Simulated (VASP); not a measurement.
# AgBr (Fm-3m) in VASP: single point with r2SCAN

Aim: the single point of AgBr with r2SCAN.

Everything below comes from runs of VASP 6.6.1. Logs are shortened: lines on timing, memory, paths and dates and some standing lists are left out, and cuts for length are marked.

### 1 The crystal as given

It takes space group Fm-3m (No. 225, cubic). Conventional cell: a = 5.772 Å, b = 5.772 Å, c = 5.772 Å, α = 90.00°, β = 90.00°, γ = 90.00°. Around Ag (site symmetry m-3m) lie 6 Br at 2.89 Å. Br (site symmetry m-3m) is surrounded by 6 Ag at 2.89 Å.

### 2 Single point, r2SCAN

Input file POSCAR:

```
AgBr
1.0
    0.0000000000      2.8860500000      2.8860500000
    2.8860500000      0.0000000000      2.8860500000
    2.8860500000      2.8860500000      0.0000000000
Ag Br
1 1
Direct
    0.5000000000      0.5000000000      0.5000000000
    0.0000000000      0.0000000000      0.0000000000
```

Input file INCAR.step1:

```
SYSTEM = AgBr
ALGO = Normal
EDIFF = 1E-4
ENCUT = 520
GGA = PE
ISMEAR = 0
LASPH = .TRUE.
LCHARG = .FALSE.
LREAL = .FALSE.
LWAVE = .TRUE.
NBANDS = 16
NELM = 60
PREC = Accurate
SIGMA = 0.1
```

Input file INCAR.step2:

```
SYSTEM = AgBr
ALGO = Normal
EDIFF = 1E-6
ENCUT = 520
ISIF = 2
ISMEAR = 0
ISTART = 1
LASPH = .TRUE.
LCHARG = .FALSE.
LMIXTAU = .TRUE.
LREAL = .FALSE.
LWAVE = .FALSE.
METAGGA = R2SCAN
NBANDS = 16
NELM = 60
PREC = Accurate
SIGMA = 0.1
```

Input file KPOINTS:

```
k-points
0
G
  6 6 6
  0 0 0
```

Potentials or basis: VASP PAW PBE potentials, release 64 (Ag, Br).

The run is started by

```sh
cat potpaw_PBE.64/Ag/POTCAR potpaw_PBE.64/Br/POTCAR > POTCAR
cp INCAR.step1 INCAR
mpirun -np 1 vasp_std > vasp.out
cp INCAR.step2 INCAR
mpirun -np 1 vasp_std > vasp.out
```

OUTCAR:

```text
SYSTEM = AgBr
   EDIFF = 1E-6
   ENCUT = 520
   ISIF = 2
   ISMEAR = 0
   ISTART = 1
   LASPH = .TRUE.
   LREAL = .FALSE.
   METAGGA = R2SCAN
   NELM = 60
   PREC = Accurate

 ion  position               nearest neighbor table
   1  0.500  0.500  0.500-   2 2.89   2 2.89   2 2.89   2 2.89   2 2.89   2 2.89
   2  0.000  0.000  0.000-   1 2.89   1 2.89   1 2.89   1 2.89   1 2.89   1 2.89

  LATTYP: Found a face centered cubic cell.
 ALAT       =     5.7721000000

  Lattice vectors:

 A1 = (   0.0000000000,   2.8860500000,   2.8860500000)
 A2 = (   2.8860500000,   0.0000000000,   2.8860500000)
 A3 = (   2.8860500000,   2.8860500000,   0.0000000000)

Analysis of symmetry for initial positions (statically):
=====================================================================
 Subroutine PRICEL returns:
 Original cell was already a primitive cell.

 Routine SETGRP: Setting up the symmetry group for a
 face centered cubic supercell.

 Subroutine GETGRP returns: Found 48 space group operations
 (whereof 48 operations were pure point group operations)
 out of a pool of 48 trial point group operations.

The static configuration has the point symmetry O_h .

Analysis of symmetry for dynamics (positions and initial velocities):
=====================================================================
 Subroutine PRICEL returns:
 Original cell was already a primitive cell.

 Routine SETGRP: Setting up the symmetry group for a
 face centered cubic supercell.

 Subroutine GETGRP returns: Found 48 space group operations
 (whereof 48 operations were pure point group operations)
 out of a pool of 48 trial point group operations.

The dynamic configuration has the point symmetry O_h .

 Subroutine INISYM returns: Found 48 space group operations
 (whereof 48 operations are pure point group operations),
 and found     1 'primitive' translations

----------------------------------------------------------------------------------------

                                     Primitive cell

  volume of cell :      48.0775

  direct lattice vectors                    reciprocal lattice vectors
     0.000000000  2.886050000  2.886050000    -0.173247172  0.173247172  0.173247172
     2.886050000  0.000000000  2.886050000     0.173247172 -0.173247172  0.173247172
     2.886050000  2.886050000  0.000000000     0.173247172  0.173247172 -0.173247172

  length of vectors
     4.081491052  4.081491052  4.081491052     0.300072904  0.300072904  0.300072904

  position of ions in fractional coordinates (direct lattice)
     0.500000000  0.500000000  0.500000000
     0.000000000  0.000000000  0.000000000

  ion indices of the primitive-cell ions
   primitive index   ion index
                 1           1
                 2           2

----------------------------------------------------------------------------------------

 KPOINTS: k-points

Automatic generation of k-mesh.
 Grid dimensions read from file:
 generate k-points for:    6    6    6

 Generating k-lattice:

  Cartesian coordinates                     Fractional coordinates (reciprocal lattice)
    -0.028874529  0.028874529  0.028874529     0.166666667  0.000000000  0.000000000
     0.028874529 -0.028874529  0.028874529     0.000000000  0.166666667  0.000000000
     0.028874529  0.028874529 -0.028874529     0.000000000  0.000000000  0.166666667

  Length of vectors
     0.050012151  0.050012151  0.050012151

  Shift w.r.t. Gamma in fractional coordinates (k-lattice)
     0.000000000  0.000000000  0.000000000

 Subroutine IBZKPT returns following result:
 ===========================================

 Found     16 irreducible k-points:

 Following reciprocal coordinates:
            Coordinates               Weight
  0.000000  0.000000  0.000000      1.000000
  0.166667  0.000000  0.000000      8.000000
  0.333333  0.000000  0.000000      8.000000
  0.500000  0.000000  0.000000      4.000000
  0.166667  0.166667  0.000000      6.000000
  0.333333  0.166667  0.000000     24.000000
[... 8 lines left out ...]
 -0.333333  0.333333  0.166667     24.000000
 -0.333333  0.500000  0.166667     12.000000
   k-points           NKPTS =     16   k-points in BZ     NKDIM =     16   number of bands    NBANDS=     16
   number of dos      NEDOS =    301   number of ions     NIONS =      2
   total plane-waves  NPLWV =  27000
   dimension x,y,z NGX =    30 NGY =   30 NGZ =   30
   dimension x,y,z NGXF=    60 NGYF=   60 NGZF=   60
   ions per type =               1   1
   NGX,Y,Z   is equivalent  to a cutoff of  12.22, 12.22, 12.22 a.u.
   NGXF,Y,Z  is equivalent  to a cutoff of  24.44, 24.44, 24.44 a.u.
 SYSTEM =  AgBr
   PREC   = accura    normal or accurate (medium, high low for compatibility)
   ISTART =      1    job   : 0-new  1-cont  2-samecut
   ICHARG =      0    charge: 1-file 2-atom 10-const
   ISPIN  =      1    spin polarized calculation?
   LNONCOLLINEAR =      F non collinear calculations
   LSORBIT =      F    spin-orbit coupling
   LASPH  =      T    aspherical Exc in radial PAW
   ENCUT  =  520.0 eV  38.22 Ry    6.18 a.u.   7.59  7.59  7.59*2*pi/ulx,y,z
   NELM   =     60;   NELMIN=  2; NELMDL=  0     # of ELM steps
   EDIFF  = 0.1E-05   stopping-criterion for ELM
   LREAL  =      F    real-space projection
   EDIFFG = 0.1E-04   stopping-criterion for IOM
   NSW    =      0    number of steps for IOM
   IBRION =     -1    ionic relax: 0-MD 1-quasi-New 2-CG
   NFREE  =      0    steps in history (QN), initial steepest desc. (CG)
   ISIF   =      2    stress and relaxation
   ISYM   =      2    0-nonsym 1-usesym 2-fastsym
   POTIM  = 0.5000    time-step for ionic-motion
   TEBEG  =    0.0;   TEEND  =   0.0 temperature during run
   PSTRESS=    0.0 pullay stress
   NELECT =      18.0000    total number of electrons
   NUPDOWN=      -1.0000    fix difference up-down
   EMIN   =  10.00;   EMAX   =-10.00  energy-range for DOS
   EFERMI =   0.00;   METHOD = LEGACY
   ISMEAR =     0;   SIGMA  =   0.10  broadening in eV -4-tet -1-fermi 0-gaus
   EFERMI_NEDOS =   21; number of points for ismear=-14 and -15
   IALGO  =     38    algorithm
   IMIX   =      4    mixing-type and parameters
     AMIX     =   0.40;   BMIX     =  1.00
     AMIX_MAG =   1.60;   BMIX_MAG =  1.00
  volume/ion in A,a.u.               =      24.04       162.22
  Fermi-wavevector in a.u.,A,eV,Ry     =   1.179918  2.229722 18.942118  1.392206
  Thomas-Fermi vector in A             =   2.316220
   LORBIT       =      0    0 simple, 1 ext, 2 COOP (PROOUT), +10 PAW based schemes
   METAGGA = R2SCAN    functional components
   LHFCALC =     F    Hartree Fock is set to
   AEXX    =    0.0000 exact exchange contribution
   IVDW    =     0    specifies the selected vdW correction
   LEPSILON=     F    determine dielectric tensor
   LRPA    =     F    only Hartree local field effects (RPA)
 non-spin polarized calculation
 Gauss-broadening in eV      SIGMA  =   0.10
  energy-cutoff  :      520.00
  volume of cell :       48.08
 maximum number of plane-waves:      1308
   NGX = 15   NGY = 15   NGZ = 15

 number of electron      18.0000004 magnetization

 Free energy of the ion-electron system (eV)
  ---------------------------------------------------
  ext. energy  EPLUGINS =         0.00000000
  ---------------------------------------------------
  free energy    TOTEN  =       -35.51335042 eV

  energy without entropy =      -35.51335042  energy(sigma->0) =      -35.51335042

 E-fermi :   3.5777     XC(G=0): -10.2809

 val. band max:        3.1168113518   @ k =   0.5000   0.0000   0.0000
 cond. band min:       4.3620211886   @ k =   0.0000   0.0000   0.0000
 fundamental gap:      1.2452098368
 Fermi energy:         3.5777241745

 k-point     1 :       0.0000    0.0000    0.0000
  band No.  band energies     occupation
      1     -12.3812      2.00000
      2       0.4079      2.00000
      3       0.4079      2.00000
      4       0.4079      2.00000
      5       0.4152      2.00000
      6       0.4152      2.00000
[... 8 lines left out ...]
     15      15.7072      0.00000
     16      15.7073      0.00000

 k-point     2 :       0.1667    0.0000    0.0000
  band No.  band energies     occupation
      1     -12.2799      2.00000
      2      -0.2827      2.00000
      3      -0.2158      2.00000
      4      -0.2158      2.00000
      5       0.4781      2.00000
      6       0.4781      2.00000
[... 8 lines left out ...]
     15      14.6733      0.00000
     16      14.9754      0.00000

 k-point     3 :       0.3333    0.0000    0.0000
  band No.  band energies     occupation
      1     -12.0642      2.00000
      2      -1.5545      2.00000
      3      -0.8176      2.00000
      4      -0.8176      2.00000
      5       0.6221      2.00000
      6       0.6221      2.00000
[... 8 lines left out ...]
     15      15.7553      0.00000
     16      15.7553      0.00000

 k-point     4 :       0.5000    0.0000    0.0000
  band No.  band energies     occupation
      1     -11.9486      2.00000
      2      -2.0773      2.00000
      3      -1.0334      2.00000
      4      -1.0334      2.00000
      5       0.6966      2.00000
      6       0.6966      2.00000
[... 8 lines left out ...]
     15      16.9603      0.00000
     16      16.9603      0.00000
[... 172 lines left out ...]
 k-point    14 :       0.5000    0.3333    0.1667
  band No.  band energies     occupation
      1     -11.9653      2.00000
      2      -1.4958      2.00000
      3      -0.8190      2.00000
      4      -0.4588      2.00000
      5       0.5875      2.00000
      6       0.7027      2.00000
[... 8 lines left out ...]
     15      17.6650      0.00000
     16      18.9738      0.00000

 k-point    15 :      -0.3333    0.3333    0.1667
  band No.  band energies     occupation
      1     -11.9030      2.00000
      2      -1.3927      2.00000
      3      -0.8769      2.00000
      4      -0.8513      2.00000
      5       0.6561      2.00000
      6       0.7148      2.00000
[... 8 lines left out ...]
     15      16.6023      0.00000
     16      18.4567      0.00000

 k-point    16 :      -0.3333    0.5000    0.1667
  band No.  band energies     occupation
      1     -11.8952      2.00000
      2      -0.9925      2.00000
      3      -0.8561      2.00000
      4      -0.5171      2.00000
      5       0.7848      2.00000
      6       0.7936      2.00000
[... 8 lines left out ...]
     15      17.4924      0.00000
     16      18.5694      0.00000

------------------------ aborting loop because EDIFF is reached ----------------------------------------

  FORCE on cell =-STRESS in cart. coord.  units (eV):
  Direction    XX          YY          ZZ          XY          YZ          ZX
  --------------------------------------------------------------------------------------
  -------------------------------------------------------------------------------------
  Total        0.0847154      0.0847154      0.0847154      0.0000000      0.0000000     -0.0000000
  in kB        2.8231333      2.8231333      2.8231333      0.0000000      0.0000000     -0.0000000
  external PRESSURE =       2.8231333 kB  Pullay stress =       0.0000000 kB

 VOLUME and BASIS-vectors are now :
 -----------------------------------------------------------------------------
  energy-cutoff  :      520.00
  volume of cell :       48.08
      direct lattice vectors                 reciprocal lattice vectors
     0.000000000  2.886050000  2.886050000    -0.173247172  0.173247172  0.173247172
     2.886050000  0.000000000  2.886050000     0.173247172 -0.173247172  0.173247172
     2.886050000  2.886050000  0.000000000     0.173247172  0.173247172 -0.173247172

 POSITION                                       TOTAL-FORCE (eV/Angst)
 -----------------------------------------------------------------------------------
      2.88605      2.88605      2.88605         0.000000      0.000000      0.000000
      0.00000      0.00000      0.00000        -0.000000     -0.000000     -0.000000
 -----------------------------------------------------------------------------------
    total drift:                                0.000000      0.000000      0.000000

  FREE ENERGIE OF THE ION-ELECTRON SYSTEM (eV)
  ---------------------------------------------------
  free  energy   TOTEN  =       -35.5133504212 eV

  energy  without entropy=      -35.5133504212  energy(sigma->0) =      -35.51335042
```

Run time: 51 s. Hardware: 1 thread of Intel Xeon Platinum 8375C at 2.90GHz (Ice Lake), shared host; peak memory 0.17 GiB.

Results:

```yaml
Free_energy: -35.5134 eV
Pressure: 0.3 GPa
Band_gap_on_the_k_mesh: 1.25 eV, indirect (least direct gap 3.21 eV)
```

Caveat: the PAW data sets were made with another functional, which shifts forces and pressure a little. A k mesh can miss the band edges.
